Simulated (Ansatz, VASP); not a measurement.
# Two plane-wave programs on ZnS (Wurtzite-4H)

The input INCAR:

```
PREC = Accurate
ENCUT = 600
EDIFF = 1E-6
ISMEAR = -1
SIGMA = 0.05
LREAL = F
LASPH = T
NELM = 100
ALGO = Fast
ISIF = 3
LWAVE = F
LCHARG = F
GGA = PS
IVDW = 13
IBRION = 2
NSW = 60
EDIFFG = -0.01
```

Contents of KPOINTS:

```
Automatic mesh
0
Gamma
  8 8 3
```

POSCAR

```
ZnS
1.0
    3.8227000000      0.0000000000      0.0000000000
   -1.9113500000      3.3105553110      0.0000000000
    0.0000000000      0.0000000000     12.5200000000
Zn S
4 4
Direct
    0.6666666667      0.3333333333      0.7500000000
    0.3333333333      0.6666666667      0.2500000000
    0.0000000000      0.0000000000      0.5000000000
    0.0000000000      0.0000000000      0.0000000000
    0.6666666667      0.3333333333      0.9375000000
    0.3333333333      0.6666666667      0.4375000000
    0.0000000000      0.0000000000      0.6875000000
    0.0000000000      0.0000000000      0.1875000000
```

input.yaml

```yaml
crystal:
  lattice:
    - [3.8227, 0.0, 0.0]
    - [-1.91135, 3.310555311, 0.0]
    - [0.0, 0.0, 12.52]
  atoms:
    - { symbol: Zn, position: [0.6666666667, 0.3333333333, 0.75] }
    - { symbol: Zn, position: [0.3333333333, 0.6666666667, 0.25] }
    - { symbol: Zn, position: [0.0, 0.0, 0.5] }
    - { symbol: Zn, position: [0.0, 0.0, 0.0] }
    - { symbol: S, position: [0.6666666667, 0.3333333333, 0.9375] }
    - { symbol: S, position: [0.3333333333, 0.6666666667, 0.4375] }
    - { symbol: S, position: [0.0, 0.0, 0.6875] }
    - { symbol: S, position: [0.0, 0.0, 0.1875] }
hamiltonian:
  xc: pbesol
  pseudopotentials: { kind: paw }
  dispersion: d4
kpoints:
  mp_grid: { grid: [8, 8, 3] }
scf:
  occupations: { method: fermi_dirac, width: 0.05 }
output:
  forces: true
  stress: true
  eigenvalues: true
relax:
  f_tol: 0.01
  max_steps: 40
  cell: { stress_tol: 0.05 }
```

Alike in both runs: task relaxation of cell and atoms; functional PBEsol; dispersion D4; k mesh 8 × 8 × 3; occupations fermi-dirac, width 0.05 eV; no spin polarisation.

```csv
,VASP,Ansatz
version,VASP 6.6.1,Ansatz 0.2.0
potentials or method,"VASP PAW PBE potentials, release 64 (Zn, S)",Ansatz PAW
plane-wave cutoff (eV),600,420
valence electrons in the cell,72,72
```

|  | VASP | Ansatz | Ansatz less VASP |
| --- | --- | --- | --- |
| gap on the k mesh at the Fermi level, each at its own relaxed structure (eV) | 2.20 | 2.20 | +0.002 |
| relaxed volume (Å³/atom) | 18.92 | 18.87 | -0.053 |
| relaxed cell length with the largest relative difference (Å) | 3.766 | 3.762 | -0.0044 |
| energy change over the relaxation (meV/atom) | -10 | -11 | -1.1 |

Caveats: the PAW data sets were made with another functional, which shifts forces and pressure a little (VASP); odd divisions of the mesh miss points on the zone boundary, where band edges often lie, so the gap on the mesh can be too wide (Ansatz); the plane-wave basis is chosen anew once the cell has moved, so the energies of steps on either side of that aren't comparable (Ansatz); the PAW data sets come from PBE, with cores solved anew for the run's functional, which leaves a small shift of forces and pressure (Ansatz).
